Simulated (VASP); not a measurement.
# ZnCu (Pm-3m) in VASP: a series of runs

The runs below take ZnCu through single point, relaxation of cell and atoms, with PBE.

All numbers are computed with VASP 6.6.1; they aren't measurements. Logs are shortened: lines on timing, memory, paths and dates and some standing lists are left out, and cuts for length are marked.

## 1. The structure

The structure is cubic, space group Pm-3m (No. 221). The conventional cell has a = 2.965 Å, b = 2.965 Å, c = 2.965 Å, α = 90.00°, β = 90.00°, γ = 90.00°. Zn (site symmetry m-3m) has 8 Cu at 2.57 Å as nearest neighbours. Cu (site symmetry m-3m) has 8 Zn at 2.57 Å as nearest neighbours.

The cell comes from a database or a generator and needn't be the stable form of this composition.

## 2. Single point, PBE

File INCAR:

```
PREC = Accurate ; ENCUT = 520
EDIFF = 1E-6 ; ISMEAR = 0
SIGMA = 0.1 ; LREAL = False
LASPH = True ; NELM = 60
ALGO = Normal ; ISIF = 2
LWAVE = False ; LCHARG = False
GGA = PE ; NBANDS = 18
```

File KPOINTS:

```
Automatic mesh
0
Gamma
  18 18 18
```

File POSCAR:

```
ZnCu
1.0
    2.9645677465      0.0000000000      0.0000000000
    0.0000000000      2.9645677465      0.0000000000
    0.0000000000      0.0000000000      2.9645677465
Zn Cu
1 1
Direct
    0.5000000000      0.5000000000      0.5000000000
    0.0000000000      0.0000000000      0.0000000000
```

Potentials or basis: VASP PAW PBE potentials, release 64 (Zn, Cu).

Command:

```console
cat potpaw_PBE.64/Zn/POTCAR potpaw_PBE.64/Cu/POTCAR > POTCAR
mpirun -np 1 vasp_std > vasp.out
```

OUTCAR:

```text
PREC = Accurate
   ENCUT = 520
   EDIFF = 1E-6
   ISMEAR = 0
   LREAL = False
   LASPH = True
   NELM = 60
   ISIF = 2
   GGA = PE

 ion  position               nearest neighbor table
   1  0.500  0.500  0.500-   2 2.57   2 2.57   2 2.57   2 2.57   2 2.57   2 2.57   2 2.57   2 2.57

   2  0.000  0.000  0.000-   1 2.57   1 2.57   1 2.57   1 2.57   1 2.57   1 2.57   1 2.57   1 2.57

  LATTYP: Found a simple cubic cell.
 ALAT       =     2.9645677465

  Lattice vectors:

 A1 = (   2.9645677465,   0.0000000000,   0.0000000000)
 A2 = (   0.0000000000,   2.9645677465,   0.0000000000)
 A3 = (   0.0000000000,   0.0000000000,   2.9645677465)

Analysis of symmetry for initial positions (statically):
=====================================================================
 Subroutine PRICEL returns:
 Original cell was already a primitive cell.

 Routine SETGRP: Setting up the symmetry group for a
 simple cubic supercell.

 Subroutine GETGRP returns: Found 48 space group operations
 (whereof 48 operations were pure point group operations)
 out of a pool of 48 trial point group operations.

The static configuration has the point symmetry O_h .

Analysis of symmetry for dynamics (positions and initial velocities):
=====================================================================
 Subroutine PRICEL returns:
 Original cell was already a primitive cell.

 Routine SETGRP: Setting up the symmetry group for a
 simple cubic supercell.

 Subroutine GETGRP returns: Found 48 space group operations
 (whereof 48 operations were pure point group operations)
 out of a pool of 48 trial point group operations.

The dynamic configuration has the point symmetry O_h .

 Subroutine INISYM returns: Found 48 space group operations
 (whereof 48 operations are pure point group operations),
 and found     1 'primitive' translations

----------------------------------------------------------------------------------------

                                     Primitive cell

  volume of cell :      26.0546

  direct lattice vectors                    reciprocal lattice vectors
     2.964567747  0.000000000  0.000000000     0.337317304  0.000000000  0.000000000
     0.000000000  2.964567747  0.000000000     0.000000000  0.337317304  0.000000000
     0.000000000  0.000000000  2.964567747     0.000000000  0.000000000  0.337317304

  length of vectors
     2.964567747  2.964567747  2.964567747     0.337317304  0.337317304  0.337317304

  position of ions in fractional coordinates (direct lattice)
     0.500000000  0.500000000  0.500000000
     0.000000000  0.000000000  0.000000000

  ion indices of the primitive-cell ions
   primitive index   ion index
                 1           1
                 2           2

----------------------------------------------------------------------------------------

 KPOINTS: Automatic mesh

Automatic generation of k-mesh.
 Grid dimensions read from file:
 generate k-points for:   18   18   18

 Generating k-lattice:

  Cartesian coordinates                     Fractional coordinates (reciprocal lattice)
     0.018739850  0.000000000  0.000000000     0.055555556  0.000000000  0.000000000
     0.000000000  0.018739850  0.000000000     0.000000000  0.055555556  0.000000000
     0.000000000  0.000000000  0.018739850     0.000000000  0.000000000  0.055555556

  Length of vectors
     0.018739850  0.018739850  0.018739850

  Shift w.r.t. Gamma in fractional coordinates (k-lattice)
     0.000000000  0.000000000  0.000000000

 Subroutine IBZKPT returns following result:
 ===========================================

 Found    220 irreducible k-points:

 Following reciprocal coordinates:
            Coordinates               Weight
  0.000000  0.000000  0.000000      1.000000
  0.055556  0.000000  0.000000      6.000000
  0.111111  0.000000  0.000000      6.000000
  0.166667  0.000000  0.000000      6.000000
  0.222222  0.000000  0.000000      6.000000
  0.277778  0.000000  0.000000      6.000000
[... 16 lines left out ...]
  0.277778  0.111111  0.000000     24.000000
  0.333333  0.111111  0.000000     24.000000
 [... further k-points ...]
   k-points           NKPTS =    220   k-points in BZ     NKDIM =    220   number of bands    NBANDS=     18
   number of dos      NEDOS =    301   number of ions     NIONS =      2
   total plane-waves  NPLWV =  13824
   dimension x,y,z NGX =    24 NGY =   24 NGZ =   24
   dimension x,y,z NGXF=    48 NGYF=   48 NGZF=   48
   ions per type =               1   1
   NGX,Y,Z   is equivalent  to a cutoff of  13.46, 13.46, 13.46 a.u.
   NGXF,Y,Z  is equivalent  to a cutoff of  26.92, 26.92, 26.92 a.u.
 SYSTEM =  unknown system
   PREC   = accura    normal or accurate (medium, high low for compatibility)
   ISTART =      0    job   : 0-new  1-cont  2-samecut
   ICHARG =      2    charge: 1-file 2-atom 10-const
   ISPIN  =      1    spin polarized calculation?
   LNONCOLLINEAR =      F non collinear calculations
   LSORBIT =      F    spin-orbit coupling
   LASPH  =      T    aspherical Exc in radial PAW
   ENCUT  =  520.0 eV  38.22 Ry    6.18 a.u.   5.51  5.51  5.51*2*pi/ulx,y,z
   NELM   =     60;   NELMIN=  2; NELMDL= -5     # of ELM steps
   EDIFF  = 0.1E-05   stopping-criterion for ELM
   LREAL  =      F    real-space projection
   EDIFFG = 0.1E-04   stopping-criterion for IOM
   NSW    =      0    number of steps for IOM
   IBRION =     -1    ionic relax: 0-MD 1-quasi-New 2-CG
   NFREE  =      0    steps in history (QN), initial steepest desc. (CG)
   ISIF   =      2    stress and relaxation
   ISYM   =      2    0-nonsym 1-usesym 2-fastsym
   POTIM  = 0.5000    time-step for ionic-motion
   TEBEG  =    0.0;   TEEND  =   0.0 temperature during run
   PSTRESS=    0.0 pullay stress
   NELECT =      23.0000    total number of electrons
   NUPDOWN=      -1.0000    fix difference up-down
   EMIN   =  10.00;   EMAX   =-10.00  energy-range for DOS
   EFERMI =   0.00;   METHOD = LEGACY
   ISMEAR =     0;   SIGMA  =   0.10  broadening in eV -4-tet -1-fermi 0-gaus
   EFERMI_NEDOS =   21; number of points for ismear=-14 and -15
   IALGO  =     38    algorithm
   IMIX   =      4    mixing-type and parameters
     AMIX     =   0.40;   BMIX     =  1.00
     AMIX_MAG =   1.60;   BMIX_MAG =  1.00
  volume/ion in A,a.u.               =      13.03        87.91
  Fermi-wavevector in a.u.,A,eV,Ry     =   1.570445  2.967711 33.556014  2.466297
  Thomas-Fermi vector in A             =   2.672177
   LORBIT       =      0    0 simple, 1 ext, 2 COOP (PROOUT), +10 PAW based schemes
   GGA     = PE    functional components
   LHFCALC =     F    Hartree Fock is set to
   AEXX    =    0.0000 exact exchange contribution
   IVDW    =     0    specifies the selected vdW correction
   LEPSILON=     F    determine dielectric tensor
   LRPA    =     F    only Hartree local field effects (RPA)
 non-spin polarized calculation
 Gauss-broadening in eV      SIGMA  =   0.10
  energy-cutoff  :      520.00
  volume of cell :       26.05
 maximum number of plane-waves:       739
 NGX is ok and might be reduce to    24
   NGX = 11   NGY = 11   NGZ = 11

 number of electron      23.0000020 magnetization

 Free energy of the ion-electron system (eV)
  ---------------------------------------------------
  ext. energy  EPLUGINS =         0.00000000
  ---------------------------------------------------
  free energy    TOTEN  =        -5.01550311 eV

  energy without entropy =       -5.01341744  energy(sigma->0) =       -5.01446027

 E-fermi :   5.3699     XC(G=0): -12.2907

 val. band max:        5.3645622600   @ k =   0.3333   0.3333   0.0000
 cond. band min:       5.3863752636   @ k =   0.5000   0.5000   0.2222
 fundamental gap:      0.0218130036
 Fermi energy:         5.3698925662

 k-point     1 :       0.0000    0.0000    0.0000
  band No.  band energies     occupation
      1      -4.8314      2.00000
      2      -2.4293      2.00000
      3      -2.4293      2.00000
      4      -1.7658      2.00000
      5      -1.7658      2.00000
      6      -1.7658      2.00000
[... 10 lines left out ...]
     17      17.3195      0.00000
     18      28.5953      0.00000

 k-point     2 :       0.0556    0.0000    0.0000
  band No.  band energies     occupation
      1      -4.7763      2.00000
      2      -2.4232      2.00000
      3      -2.4176      2.00000
      4      -1.7707      2.00000
      5      -1.7707      2.00000
      6      -1.7635      2.00000
[... 10 lines left out ...]
     17      17.6882      0.00000
     18      27.9158      0.00000

 k-point     3 :       0.1111    0.0000    0.0000
  band No.  band energies     occupation
      1      -4.6117      2.00000
      2      -2.4055      2.00000
      3      -2.3832      2.00000
      4      -1.7846      2.00000
      5      -1.7846      2.00000
      6      -1.7568      2.00000
[... 10 lines left out ...]
     17      19.0544      0.00000
     18      26.6403      0.00000

 k-point     4 :       0.1667    0.0000    0.0000
  band No.  band energies     occupation
      1      -4.3415      2.00000
      2      -2.3782      2.00000
      3      -2.3273      2.00000
      4      -1.8058      2.00000
      5      -1.8058      2.00000
      6      -1.7465      2.00000
[... 375 lines left out ...]
      4      -1.8430      2.00000
      5      -1.8382      2.00000
      6      -1.7542      2.00000
[... 10 lines left out ...]
     17      20.7400      0.00000
     18      23.1815      0.00000

 k-point    23 :       0.2778    0.1111    0.0000
  band No.  band energies     occupation
      1      -3.3432      2.00000
      2      -2.2789      2.00000
      3      -2.1322      2.00000
      4      -1.8667      2.00000
      5      -1.8421      2.00000
      6      -1.7470      2.00000
[... 10 lines left out ...]
     17      19.9088      0.00000
     18      22.4598      0.00000

 k-point    24 :       0.3333    0.1111    0.0000
  band No.  band energies     occupation
      1      -2.9060      2.00000
      2      -2.2451      2.00000
      3      -2.0593      2.00000
      4      -1.8936      2.00000
      5      -1.7402      2.00000
      6      -1.7400      2.00000
[... 10 lines left out ...]
     17      20.3522      0.00000
     18      21.0965      0.00000

 [... further k-points ...]
[... 5 lines left out ...]
  --------------------------------------------------------------------------------------
  -------------------------------------------------------------------------------------
  Total        0.0801785      0.0801785      0.0801785      0.0000000      0.0000000     -0.0000000
  in kB        4.9304277      4.9304277      4.9304277      0.0000000      0.0000000     -0.0000000
  external PRESSURE =       4.9304277 kB  Pullay stress =       0.0000000 kB

 VOLUME and BASIS-vectors are now :
 -----------------------------------------------------------------------------
  energy-cutoff  :      520.00
  volume of cell :       26.05
      direct lattice vectors                 reciprocal lattice vectors
     2.964567747  0.000000000  0.000000000     0.337317304  0.000000000  0.000000000
     0.000000000  2.964567747  0.000000000     0.000000000  0.337317304  0.000000000
     0.000000000  0.000000000  2.964567747     0.000000000  0.000000000  0.337317304

 POSITION                                       TOTAL-FORCE (eV/Angst)
 -----------------------------------------------------------------------------------
      1.48228      1.48228      1.48228         0.000000      0.000000      0.000000
      0.00000      0.00000      0.00000         0.000000      0.000000      0.000000
 -----------------------------------------------------------------------------------
    total drift:                                0.000000      0.000000     -0.000000

  FREE ENERGIE OF THE ION-ELECTRON SYSTEM (eV)
  ---------------------------------------------------
  free  energy   TOTEN  =        -5.0155031059 eV

  energy  without entropy=       -5.0134174427  energy(sigma->0) =       -5.01446027
```

Wall time 56 s (1 thread of Intel Xeon Platinum 8488C (Sapphire Rapids), shared host); peak memory 0.22 GiB.

What came out:

- Free energy: -5.0155 eV
- Pressure: 0.5 GPa
- Band gap on the k mesh: none (metal or under the smearing width)

## 3. Relaxation of cell and atoms, PBE

This run uses another cell than the first one, of 13.07 Å³/atom, 1.003 times its volume.

File INCAR:

```
SYSTEM = ZnCu
  ALGO = Fast
  EDIFF = 1E-7
  EDIFFG = -0.01
  ENCUT = 600
  GGA = PE
  IBRION = 2
  ISIF = 3
  ISMEAR = 0
  LASPH = .True.
  LCHARG = .False.
  LREAL = .False.
  LWAVE = .False.
  NELM = 60
  NSW = 100
  PREC = Accurate
  SIGMA = 0.1
```

File KPOINTS:

```
k-points
0
Gamma
  18 18 18
  0 0 0
```

File POSCAR:

```
ZnCu
1.0
    2.9675556317      0.0000000000      0.0000000000
    0.0000000000      2.9675556317      0.0000000000
    0.0000000000      0.0000000000      2.9675556317
Zn Cu
1 1
Direct
    0.5000000000      0.5000000000      0.5000000000
    0.0000000000      0.0000000000      0.0000000000
```

Potentials or basis: VASP PAW PBE potentials, release 64 (Zn, Cu).

Command:

```console
cat potpaw_PBE.64/Zn/POTCAR potpaw_PBE.64/Cu/POTCAR > POTCAR
mpirun -np 1 vasp_std > vasp.out
```

Run time: 3 min. Hardware: 1 thread of Intel Xeon Platinum 8488C (Sapphire Rapids), shared host; peak memory 0.24 GiB.

It converged, with:

```yaml
Free_energy: -5.0155 eV
Relaxed_volume: 13.10 Å³/atom
Relaxed_cell: a = 2.970 Å, b = 2.970 Å, c = 2.970 Å, α = 90.00°, β = 90.00°, γ = 90.00°
Space_group_after_relaxing_to_0.05_Å: Pm-3m (No. 221)
Energy_gained_by_relaxing: 0.0 meV/atom
Ionic_steps: 4
Pressure_after_relaxing: 0.1 GPa
Band_gap_on_the_k_mesh: none (metal or under the smearing width)
```

Final structure:
```yaml
crystal:
  lattice:
    - [2.97021, 0.00000, 0.00000]
    - [0.00000, 2.97021, 0.00000]
    - [0.00000, 0.00000, 2.97021]
  atoms:
    - { symbol: Zn, position: [0.50000, 0.50000, 0.50000] }
    - { symbol: Cu, position: [0.00000, 0.00000, 0.00000] }
```

Levels at points of the mesh, in eV from the Fermi level:
| k point | band 10 | band 11 | band 12 | band 13 | band 14 | band 15 |
| --- | --- | --- | --- | --- | --- | --- |
| (0.00, 0.00, 0.00) | -2.70 | -2.70 | 6.12 | 6.12 | 6.12 | 11.08 |
| (0.50, 0.00, 0.00) | -3.23 | -2.77 | -2.00 | 11.47 | 11.47 | 12.11 |
| (0.50, 0.50, 0.00) | -2.47 | -1.82 | -1.82 | 1.63 | 1.99 | 13.64 |
| (0.50, 0.50, 0.50) | -2.46 | 3.66 | 4.27 | 4.27 | 4.27 | 4.42 |
